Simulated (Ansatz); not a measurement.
# Ti3O4 (I4/mmm) in Ansatz: a series of runs

One crystal, Ti3O4, is run at these levels: PBEsol; tasks: relaxation of cell and atoms.

All numbers are computed with Ansatz 0.2.0; they aren't measurements. Logs are shortened: lines on timing, memory, paths and dates and some standing lists are left out, and cuts for length are marked.

## Step 1: Starting point

Symmetry: I4/mmm, No. 139, tetragonal system. Conventional cell: a = 4.132 Å, b = 4.132 Å, c = 8.178 Å, α = 90.00°, β = 90.00°, γ = 90.00°. Ti (site symmetry -4m2) is surrounded by 6 O at 2.04 to 2.07 Å. Around Ti (site symmetry 4/mmm) lie 6 O at 2.07 to 2.09 Å. O (site symmetry 4mm) is surrounded by 5 Ti at 2.07 to 2.09 Å. Around O (site symmetry mmm) lie 4 Ti at 2.04 to 2.07 Å.

The cell comes from a database or a generator and needn't be the stable form of this composition.

## Step 2: Relaxation of cell and atoms, PBEsol, target pressure 10 GPa, at which the enthalpy is minimised

input.yaml reads:

```yaml
crystal:
  lattice:
    - [-2.06590889, 2.06590889, 4.08913398]
    - [2.06590889, -2.06590889, 4.08913398]
    - [2.06590889, 2.06590889, -4.08913398]
  atoms:
    - { symbol: Ti, position: [0.75, 0.25, 0.5] }
    - { symbol: Ti, position: [0.5, 0.5, 0.0] }
    - { symbol: Ti, position: [0.25, 0.75, 0.5] }
    - { symbol: O, position: [0.75588486, 0.75588486, 0.0] }
    - { symbol: O, position: [0.5, 0.0, 0.5] }
    - { symbol: O, position: [0.24411514, 0.24411514, 0.0] }
    - { symbol: O, position: [0.0, 0.5, 0.5] }
hamiltonian:
  xc: pbesol
  pseudopotentials: { kind: paw }
kpoints:
  mp_grid: { grid: [9, 9, 9] }
scf:
  occupations: { method: fermi_dirac, width: 0.05 }
output:
  forces: true
  stress: true
  eigenvalues: true
relax:
  f_tol: 0.01
  max_steps: 40
  cell: { stress_tol: 0.05, p_target: 10.0 }
```

Potentials or basis: Ansatz PAW.

On the command line:

```console
$ ansatz run input.yaml --threads 4 --pin off --max-ram 11264MiB --backend cpu --events-out ev --progress --plain --runs-dir out
```

Output:

```text
Warning: RAYON_NUM_THREADS=4 ignored (pool sized by the plan → 4); use --threads N
Engine: ansatz 0.2.0, aarch64-unknown-linux-gnu
Pseudopotentials: kind: paw
Pseudopotential: Ti, paw, valence charge 12, recommended cutoff 420 eV (normal), Ti.paw.azcp
Pseudopotential: O, paw, valence charge 6, recommended cutoff 420 eV (normal), O.paw.azcp
Functional definition: PBEsol
  exchange = pbesol_x
  correlation = pbesol_c
Crystal: 7 atoms, lattice volume = 69.809 Å³
Basis set: ecut = 420 eV, 1361 PW (Γ), exchange–correlation on 72×72×72 points (8 copies of the dense FFT grid, shifted against one another)
Bands: 37, of which v1, the nominal top of the filled ones, is band 30 counted from 1 (29 counted from 0)
Symmetry: 16 space group operations
Space group: I4/mmm (ITA 139), of the structure as read, at distance tolerance 4.1e-5 Å
k-points: 75 of 729
Non-local potential: Ti, projectors of the file, l = 0: 3, l = 1: 2, l = 2: 3, l = 3: 1
Non-local potential: O, projectors of the file, l = 0: 2, l = 1: 2, l = 2: 1
PAW form: soft (Blöchl's): semilocal exchange-correlation on the pseudo side does not see the compensation charge
PAW frozen core: Ti, regenerated for the run's functional, and the local potential with it (the file was generated under x = pbe(κ = 0.804, μ = 0.2195149727645171), c = pbe(β = 0.06672455060314922))
PAW frozen core: O, regenerated for the run's functional, and the local potential with it (the file was generated under x = pbe(κ = 0.804, μ = 0.2195149727645171), c = pbe(β = 0.06672455060314922))
PAW one-centre angular grid: Ti, 590 points (default); XC on 64 Gauss nodes
PAW one-centre angular grid: O, 110 points (default); XC on 64 Gauss nodes
Initial density: superposition of atomic densities (neutral atoms: chi_scale 0, normalization atom), corrected by the library's trained network
Initial wavefunctions: pseudopotential atomic-orbital guess
Functional: x = pbesol(κ = 0.804, μ = 0.12345679012345678), c = pbesol(β = 0.046)
SCF iter   1: F=—  HF=-9675.265267 eV  |F-HF|=—  |Δ(HF+E_count)|=         —  Δρ=1.91e-2  dr2=2.42e-1  ethr=1.77e-3  ⟨swp⟩=5.1  Hψ=10827  notcnv=0  defer=4
preconditioner: auto → LDOS  [metal: Δε(μ)=0.048 eV  Ē_g=9.996 eV  σ=0.050 eV  W_gap=0.23  n_scr=22 (ndim 8)  ℏωp=26.7 eV  f_vac=0.024  D(μ)=2.35/eV (n_scr^D=14)  β→1.0]
SCF iter   2: F=—  HF=-9675.251272 eV  |F-HF|=—  |Δ(HF+E_count)|=   1.40e-2  Δρ=1.67e-2  dr2=1.33e-1  ethr=4.04e-4  ⟨swp⟩=2.1  Hψ=5242  notcnv=0  defer=1
SCF iter   3: F=—  HF=-9675.216464 eV  |F-HF|=—  |Δ(HF+E_count)|=   3.48e-2  Δρ=2.25e-3  dr2=2.81e-3  ethr=2.22e-4  ⟨swp⟩=2.2  Hψ=4639  notcnv=0  defer=1
SCF iter   4: F=—  HF=-9675.215952 eV  |F-HF|=—  |Δ(HF+E_count)|=   5.11e-4  Δρ=4.38e-4  dr2=1.17e-4  ethr=4.69e-6  ⟨swp⟩=2.0  Hψ=3895  notcnv=0  defer=1
SCF iter   5: F=—  HF=-9675.215939 eV  |F-HF|=—  |Δ(HF+E_count)|=   1.36e-5  Δρ=7.62e-5  dr2=2.12e-6  ethr=1.95e-7  ⟨swp⟩=2.1  Hψ=3828  notcnv=0  defer=1
SCF iter   6: F=—  HF=-9675.215950 eV  |F-HF|=—  |Δ(HF+E_count)|=   1.08e-5  Δρ=1.44e-5  dr2=7.89e-8  ethr=1.67e-10  ⟨swp⟩=4.4  Hψ=12507  notcnv=0
SCF iter   7: F=-9675.215950 eV  HF=-9675.215950 eV  |F-HF|=1.40e-9  |Δ(HF+E_count)|=   2.74e-8  Δρ=2.96e-6  dr2=4.41e-9  ethr=1.31e-10  ⟨swp⟩=2.1  Hψ=9274  notcnv=0
SCF 1 converged in 7 iterations: F = -9675.215950 eV  dr2 = 4.41e-9
relax step   1: F+E_penalty+E_count = -9675.21594954 eV  Δ(F+E_penalty+E_count) = +0.000e0 eV  max|allowed force component| = 1.025e-2 eV/Å  Δτ_max = 0.0000 Å  P = -5.738 GPa  Ω = 69.809 Å³  (7 SCF iters, dr2 threshold 1.00e-7 eV, accepted)
Crystal: 7 atoms, lattice volume = 66.386 Å³
Basis set: ecut = 420 eV, 1313 PW (Γ), exchange–correlation on 72×72×72 points (8 copies of the dense FFT grid, shifted against one another)
Initial density: handed on by an earlier stage of this run
Initial wavefunctions: those handed on with the density
iter 1 solved again at ethr=3.77e-5 eV; its pass at ethr=3.10e-3 eV (dr2=2.26e-2 eV) is discarded
SCF iter   1: F=—  HF=-9675.235553 eV  |F-HF|=—  |Δ(HF+E_count)|=         —  Δρ=5.40e-3  dr2=2.30e-2  ethr=3.77e-5  ⟨swp⟩=1.8  Hψ=15921  notcnv=0
preconditioner: auto → LDOS  [metal: Δε(μ)=0.026 eV  Ē_g=10.361 eV  σ=0.050 eV  W_gap=0.13  n_scr=14 (ndim 8)  ℏωp=27.3 eV  f_vac=0.016  D(μ)=2.18/eV (n_scr^D=14)  β→1.0]
SCF iter   2: F=—  HF=-9675.232320 eV  |F-HF|=—  |Δ(HF+E_count)|=   3.23e-3  Δρ=4.22e-3  dr2=8.48e-3  ethr=3.77e-5  ⟨swp⟩=2.2  Hψ=4663  notcnv=0
SCF iter   3: F=—  HF=-9675.230115 eV  |F-HF|=—  |Δ(HF+E_count)|=   2.21e-3  Δρ=1.09e-3  dr2=6.36e-4  ethr=1.41e-5  ⟨swp⟩=2.0  Hψ=4588  notcnv=0
[... 51 lines left out ...]
SCF 7 converged in 4 iterations: F = -9675.170581 eV  dr2 = 2.90e-8
relax step   7: F+E_penalty+E_count = -9675.17058116 eV  Δ(F+E_penalty+E_count) = +5.210e-3 eV  max|allowed force component| = 3.052e-5 eV/Å  Δτ_max = 0.0007 Å  P = +9.999 GPa  Ω = 65.422 Å³  energy of the carried Pulay correction = +4.267e-4 eV  (4 SCF iters, dr2 threshold 4.16e-7 eV, accepted)
iter 1 solved again at ethr=1.73e-8 eV; its pass at ethr=3.10e-3 eV (dr2=1.04e-5 eV) is discarded
SCF iter   1: F=—  HF=-9675.170157 eV  |F-HF|=—  |Δ(HF+E_count)|=         —  Δρ=1.51e-5  dr2=4.78e-8  ethr=1.73e-8  ⟨swp⟩=4.3  Hψ=19322  notcnv=0
preconditioner: auto → LDOS  [metal: Δε(μ)=0.011 eV  Ē_g=10.447 eV  σ=0.050 eV  W_gap=0.06  n_scr=14 (ndim 8)  ℏωp=27.5 eV  f_vac=0.018  D(μ)=2.09/eV (n_scr^D=14)  β→1.0]
SCF iter   2: F=—  HF=-9675.170154 eV  |F-HF|=—  |Δ(HF+E_count)|=   3.64e-6  Δρ=1.15e-5  dr2=6.98e-8  ethr=7.97e-11  ⟨swp⟩=2.8  Hψ=5453  notcnv=0
SCF iter   3: F=—  HF=-9675.170154 eV  |F-HF|=—  |Δ(HF+E_count)|=   1.44e-8  Δρ=2.82e-6  dr2=3.89e-9  ethr=7.97e-11  ⟨swp⟩=2.0  Hψ=3979  notcnv=0
SCF iter   4: F=—  HF=-9675.170154 eV  |F-HF|=—  |Δ(HF+E_count)|=  7.91e-10  Δρ=4.14e-7  dr2=9.92e-11  ethr=6.49e-12  ⟨swp⟩=2.0  Hψ=3877  notcnv=0
SCF iter   5: F=-9675.170154 eV  HF=-9675.170154 eV  |F-HF|=0.00e0  |Δ(HF+E_count)|=  1.82e-11  Δρ=5.90e-8  dr2=9.11e-13  ethr=1.00e-12  ⟨swp⟩=6.0  Hψ=10087  notcnv=0
SCF 8 converged in 5 iterations: F = -9675.170154 eV  dr2 = 9.11e-13
relax step   8: F+E_penalty+E_count = -9675.17015360 eV  Δ(F+E_penalty+E_count) = +4.276e-4 eV  max|allowed force component| = 4.428e-5 eV/Å  Δτ_max = 0.0000 Å  P = +9.993 GPa  Ω = 65.422 Å³  stress off target by 1.01e-2 GPa  SCF on the basis re-selected at this cell (its energy is not comparable with the rows above)  (5 SCF iters)
basis re-selected at this cell: Δ(F+E_penalty+E_count) = +4.276e-4 eV, ΔP = -0.007 GPa vs the last step (what re-selecting the basis moved, of the pressure what is left beyond the Pulay correction that the steps carried, after the strain that the cell walked since its last selection, with what the two solves' SCF thresholds leave and, on support functions, any second-order correction that the steps lacked; it is no measure of the basis error at this ecutwfc). This SCF's stress stands 1.01e-2 GPa from its target on what of the cell is left free (relax.cell.stress_tol is 5.00e-2 GPa) and its largest allowed force component is 4.43e-5 eV/Å (relax.f_tol is 1.00e-2 eV/Å): within both
SCF converged after 5 iterations
Free energy (F): -9675.170154 eV
Harris-Foulkes:  -9675.170154 eV  (|F-HF|=0.00e0)
Internal energy: -9675.153003 eV  (E = F + TS)
E sigma→0 (E₀):  -9675.161578 eV
Entropy (-TS):   -0.017151 eV (-2.450 meV/atom)
Fermi energy:    15.859957 eV
--- Per-component energies (eV) ---
  E_band       = -342.544817
  E_kinetic    = 1536.136116
  E_local      = -3347.231020  (includes V_loc(G=0)·N_el)
  E_nonlocal   = 218.262590
  E_hartree    = 1326.895848
  E_xc         = -589.075324
  E_vxc        = -748.892982  (∫ρ·V_xc dr)
  E_paw        = -3677.636475  (= ΣΔE_a)
  E_vpaw       = -654.621377  (= ΣTr[D̂ρ^β])
  E_aug_tail   = 0.010173  (compensation charges beyond the density's cutoff)
  E_ewald      = -5143.074215
  E_core_change = 0.559305  (= ΣΔE_core)
  E_smearing   = -0.017151  (= −TS)
  E_closure    = 0.000000  (closes the sum)
  Σ components = -9675.170154   (vs F -9675.170154, Δ=0.00e0)
--- Forces (eV/Å), atoms counted from 1 ---
  atom   1  Ti     0.00000000     0.00000000     0.00000000
  atom   2  Ti     0.00000000     0.00000000     0.00000000
  atom   3  Ti    -0.00000000     0.00000000     0.00000000
  atom   4  O     -0.00000000     0.00000000     0.00004428
  atom   5  O      0.00000000     0.00000000     0.00000000
  atom   6  O      0.00000000     0.00000000    -0.00004428
  atom   7  O      0.00000000     0.00000000     0.00000000
  max |Σ_I F_I| component: 4.34e-18 eV/Å
--- Stress (GPa, compression-positive) ---
        9.989894      -0.000000       0.000000
       -0.000000       9.989894      -0.000000
        0.000000       0.000000       9.998112
  P = ⅓ Tr σ = 9.9926 GPa (99.926 kbar)
--- Band table (eV; the first three rows and the last of 75) ---
  k-point 0: bands = ["-42.1026", "-41.9524", "-41.7948", "-18.7301", "-18.7253", "-18.7253", "-18.5142", "-18.4625", "-18.4625", "-18.2037", "-18.2037", "-18.0295", "-6.0273", "-5.2158", "-4.7217", "-3.8029", "8.6189", "8.6543", "8.7675", "8.7675", "9.1232", "9.1232", "9.3224", "10.2572", "10.2572", "11.5485", "11.7970", "11.7970", "12.7495", "15.0924", "15.0924", "16.2783", "16.3962", "16.3962", "16.5945", "17.0580", "17.7231"]
  k-point 1: bands = ["-42.0930", "-41.9593", "-41.7971", "-18.8064", "-18.6699", "-18.6668", "-18.6058", "-18.4914", "-18.3879", "-18.2622", "-18.1881", "-18.0259", "-5.8802", "-5.1203", "-4.6470", "-3.7733", "8.2713", "8.4603", "8.5775", "8.7499", "8.7975", "9.1442", "9.6370", "9.7142", "9.9412", "11.3482", "11.3822", "11.6184", "13.3597", "15.1967", "15.2250", "16.4282", "16.4343", "16.5905", "17.2091", "17.3031", "17.6789"]
  k-point 2: bands = ["-42.0677", "-41.9765", "-41.8038", "-18.9118", "-18.7182", "-18.6097", "-18.6088", "-18.5164", "-18.3599", "-18.3125", "-18.1545", "-18.0245", "-5.4951", "-4.8747", "-4.4585", "-3.6969", "7.5605", "7.6817", "8.4200", "8.5212", "8.6577", "8.7723", "9.0648", "9.2534", "9.5751", "10.6649", "10.9566", "11.4863", "14.5823", "15.5043", "15.5860", "16.7082", "16.7975", "17.0796", "17.6076", "17.6438", "17.7690"]
  k-point 74: bands = ["-42.0691", "-41.9572", "-41.8246", "-18.8137", "-18.8029", "-18.6357", "-18.4443", "-18.3736", "-18.3068", "-18.2794", "-18.2727", "-18.1638", "-5.5119", "-5.4248", "-4.3818", "-4.2736", "7.9891", "8.3007", "8.4453", "8.6030", "9.8988", "10.0665", "10.2384", "10.2626", "10.5067", "10.7988", "11.1587", "11.2698", "13.1085", "13.3831", "13.4281", "15.8401", "17.0250", "17.3895", "17.4454", "17.5909", "18.1513"]
--- Relaxed structure (6 steps of the walk, 6 accepted, 2 SCFs on fresh bases) ---
  F+E_penalty+E_count = -9675.17015360 eV   max|allowed force component| = 4.428e-5 eV/Å   (the final SCF, on the basis selected at the relaxed cell)
  cell:  # Å, volume = 65.4217 Å³
    - [-2.024389002050072, 2.024389002050072, 3.9909273960612794]
    - [2.024389002050072, -2.024389002050072, 3.9909273960612794]
    - [2.024389002050072, 2.024389002050072, -3.9909273960612794]
  atoms:
    - { symbol: Ti, position: [0.75, 0.25, 0.5] }
    - { symbol: Ti, position: [0.5, 0.5, 5.119196936010222e-34] }
    - { symbol: Ti, position: [0.25, 0.75, 0.5] }
    - { symbol: O, position: [0.7604851794718263, 0.7604851794718263, 2.328862325804541e-34] }
    - { symbol: O, position: [0.5, 1.8181182663909126e-19, 0.5] }
    - { symbol: O, position: [0.2395148205281739, 0.2395148205281739, 6.14837444375281e-34] }
    - { symbol: O, position: [1.8181182663909056e-19, 0.5, 0.5] }
```

It took 24 s on 4 threads of Arm Neoverse V2, shared host; peak memory 0.46 GiB.

What came out:

| Property | Result |
| --- | --- |
| Free energy | -9675.1702 eV |
| Relaxed volume | 9.35 Å³/atom |
| Relaxed cell | a = 4.912 Å, b = 4.912 Å, c = 4.912 Å, α = 131.32°, β = 131.32°, γ = 71.31° |
| Space group after relaxing (to 0.05 Å) | I4/mmm (No. 139) |
| Energy change on relaxing (the enthalpy is what falls) | +6.5 meV/atom |
| Ionic steps | 8 |
| Pressure after relaxing | 10.0 GPa |
| Band gap on the k mesh | none (metal or under the smearing width) |

The path:
| step | energy change (eV) | largest force (eV/Å) | volume (Å³) |
| --- | --- | --- | --- |
| 1 | 0.0000 | 0.0103 | 69.81 |
| 2 | -0.0140 | 0.0365 | 66.39 |
| 3 | 0.0312 | 0.0142 | 65.43 |
| 4 | 0.0286 | 0.0287 | 65.47 |
| 5 | 0.0263 | 0.0004 | 65.51 |
| 6 | 0.0402 | 0.0017 | 65.51 |
| 7 | 0.0454 | 0.0000 | 65.42 |
| 8 | 0.0458 | 0.0000 | 65.42 |

Final structure:
```yaml
crystal:
  lattice:
    - [-2.02439, 2.02439, 3.99093]
    - [2.02439, -2.02439, 3.99093]
    - [2.02439, 2.02439, -3.99093]
  atoms:
    - { symbol: Ti, position: [0.75000, 0.25000, 0.50000] }
    - { symbol: Ti, position: [0.50000, 0.50000, 0.00000] }
    - { symbol: Ti, position: [0.25000, 0.75000, 0.50000] }
    - { symbol: O, position: [0.76049, 0.76049, 0.00000] }
    - { symbol: O, position: [0.50000, 0.00000, 0.50000] }
    - { symbol: O, position: [0.23951, 0.23951, 0.00000] }
    - { symbol: O, position: [0.00000, 0.50000, 0.50000] }
```

Caveat: the plane-wave basis is chosen anew once the cell has moved, so the energies of steps on either side of that aren't comparable; the pressure holds a Pulay correction of +0.7 GPa for the finite cutoff; semilocal functionals often make such compounds metallic where correlation or magnetic order opens a gap, which also shifts bond lengths; the PAW data sets come from PBE, with cores solved anew for the run's functional, which leaves a small shift of forces and pressure.

## Step 3: Relaxation of cell and atoms, PBEsol, target pressure 20 GPa, at which the enthalpy is minimised

input.yaml, as its differences from that of step 2:

```diff
@@ -27,2 +27,2 @@
   max_steps: 40
-  cell: { stress_tol: 0.05, p_target: 10.0 }
+  cell: { stress_tol: 0.05, p_target: 20.0 }
```

Potentials or basis: Ansatz PAW.

On the command line:

```console
$ ansatz run input.yaml --threads 4 --pin off --max-ram 11264MiB --backend cpu --events-out ev --progress --plain --runs-dir out
```

Wall time 24 s (4 threads of Arm Neoverse V2, shared host); peak memory 0.47 GiB.

It converged, with:

```yaml
Free_energy: -9674.9698 eV
Relaxed_volume: 9.04 Å³/atom
Relaxed_cell: a = 4.855 Å, b = 4.855 Å, c = 4.855 Å, α = 131.27°, β = 131.27°, γ = 71.38°
Space_group_after_relaxing_to_0.05_Å: I4/mmm (No. 139)
Energy_change_on_relaxing_the_enthalpy_is_what_falls: +35.2 meV/atom
Ionic_steps: 8
Pressure_after_relaxing: 20.0 GPa
Band_gap_on_the_k_mesh: none (metal or under the smearing width)
```

Step by step:
| step | energy change (eV) | largest force (eV/Å) | volume (Å³) |
| --- | --- | --- | --- |
| 1 | 0.0000 | 0.0103 | 69.81 |
| 2 | 0.1198 | 0.0676 | 64.27 |
| 3 | 0.2310 | 0.0239 | 63.24 |
| 4 | 0.2148 | 0.0093 | 63.37 |
| 5 | 0.2151 | 0.0003 | 63.37 |
| 6 | 0.2331 | 0.0014 | 63.37 |
| 7 | 0.2456 | 0.0000 | 63.26 |
| 8 | 0.2461 | 0.0000 | 63.26 |

Final structure:
```xyz
7
Lattice="-2.0027 2.0027 3.9431 2.0027 -2.0027 3.9431 2.0027 2.0027 -3.9431" Properties=species:S:1:pos:R:3 pbc="T T T"
Ti    0.0000    2.0027    1.9716
Ti    0.0000    0.0000    3.9431
Ti    2.0027    0.0000    1.9716
O     0.0000    0.0000    6.0159
O     0.0000    2.0027    0.0000
O     0.0000    0.0000    1.8704
O     2.0027    0.0000    0.0000
```

Levels at points of the mesh, in eV from the Fermi level:
```csv
k point,band 27,band 28,band 29,band 30,band 31,band 32,band 33,band 34,band 35,band 36
"(0.00, 0.00, 0.00)",-4.14,-4.14,-3.24,-0.82,-0.82,0.45,0.60,0.60,0.79,1.27
```

Caveat: the plane-wave basis is chosen anew once the cell has moved, so the energies of steps on either side of that aren't comparable; the pressure holds a Pulay correction of +0.8 GPa for the finite cutoff; semilocal functionals often make such compounds metallic where correlation or magnetic order opens a gap, which also shifts bond lengths; the PAW data sets come from PBE, with cores solved anew for the run's functional, which leaves a small shift of forces and pressure.

## Step 4: Relaxation of cell and atoms, PBEsol, target pressure 30 GPa, at which the enthalpy is minimised

input.yaml, as its differences from that of step 3:

```diff
@@ -27,2 +27,2 @@
   max_steps: 40
-  cell: { stress_tol: 0.05, p_target: 20.0 }
+  cell: { stress_tol: 0.05, p_target: 30.0 }
```

On the command line:

```console
$ ansatz run input.yaml --threads 4 --pin off --max-ram 11264MiB --backend cpu --events-out ev --progress --plain --runs-dir out
```

It took 24 s on 4 threads of Arm Neoverse V2, shared host; peak memory 0.46 GiB.

Results (log left out):

| Quantity | Value |
| --- | --- |
| Free energy | -9674.6839 eV |
| Relaxed volume | 8.77 Å³/atom |
| Relaxed cell | a = 4.806 Å, b = 4.806 Å, c = 4.806 Å, α = 131.24°, β = 131.24°, γ = 71.44° |
| Space group after relaxing (to 0.05 Å) | I4/mmm (No. 139) |
| Energy change on relaxing (the enthalpy is what falls) | +76.0 meV/atom |
| Ionic steps | 8 |
| Pressure after relaxing | 30.0 GPa |
| Band gap on the k mesh | none (metal or under the smearing width) |

The path:
| step | energy change (eV) | largest force (eV/Å) | volume (Å³) |
| --- | --- | --- | --- |
| 1 | 0.0000 | 0.0103 | 69.81 |
| 2 | 0.3785 | 0.1021 | 62.20 |
| 3 | 0.5143 | 0.0337 | 61.41 |
| 4 | 0.4923 | 0.0116 | 61.52 |
| 5 | 0.4918 | 0.0015 | 61.53 |
| 6 | 0.5120 | 0.0035 | 61.53 |
| 7 | 0.5314 | 0.0002 | 61.42 |
| 8 | 0.5320 | 0.0002 | 61.42 |

Final structure:
```yaml
crystal:
  lattice:
    - [-1.98381, 1.98381, 3.90163]
    - [1.98381, -1.98381, 3.90163]
    - [1.98381, 1.98381, -3.90163]
  atoms:
    - { symbol: Ti, position: [0.75000, 0.25000, 0.50000] }
    - { symbol: Ti, position: [0.50000, 0.50000, 0.00000] }
    - { symbol: Ti, position: [0.25000, 0.75000, 0.50000] }
    - { symbol: O, position: [0.76487, 0.76487, 0.00000] }
    - { symbol: O, position: [0.50000, 0.00000, 0.50000] }
    - { symbol: O, position: [0.23513, 0.23513, 0.00000] }
    - { symbol: O, position: [0.00000, 0.50000, 0.50000] }
```

Levels at points of the mesh, in eV from the Fermi level:
```tsv
k point	band 29	band 30	band 31	band 32	band 33	band 34
(0.00, 0.00, 0.00)	-3.36	-0.87	-0.87	0.48	0.66	0.66
```

Caveat: the plane-wave basis is chosen anew once the cell has moved, so the energies of steps on either side of that aren't comparable; the pressure holds a Pulay correction of +0.8 GPa for the finite cutoff; semilocal functionals often make such compounds metallic where correlation or magnetic order opens a gap, which also shifts bond lengths; the PAW data sets come from PBE, with cores solved anew for the run's functional, which leaves a small shift of forces and pressure.

## Step 5: Summary

| cell | target pressure (GPa) | gap on the mesh (eV) | pressure (GPa) |
| --- | --- | --- | --- |
| relaxed to 10 GPa | 10 | none | 10.0 |
| relaxed to 20 GPa | 20 | none | 20.0 |
| relaxed to 30 GPa | 30 | none | 30.0 |

Alike in all rows: task relaxation of cell and atoms; level PBEsol; potentials or basis Ansatz PAW; no spin polarisation; k mesh 9 × 9 × 9; cutoff (eV) 420; smearing fermi-dirac 0.05 eV.

Caveats: the plane-wave basis is chosen anew once the cell has moved, so the energies of steps on either side of that aren't comparable; semilocal functionals often make such compounds metallic where correlation or magnetic order opens a gap, which also shifts bond lengths; the PAW data sets come from PBE, with cores solved anew for the run's functional, which leaves a small shift of forces and pressure.

Total energies depend on the potentials used, so only differences within one code and one set of settings carry meaning.
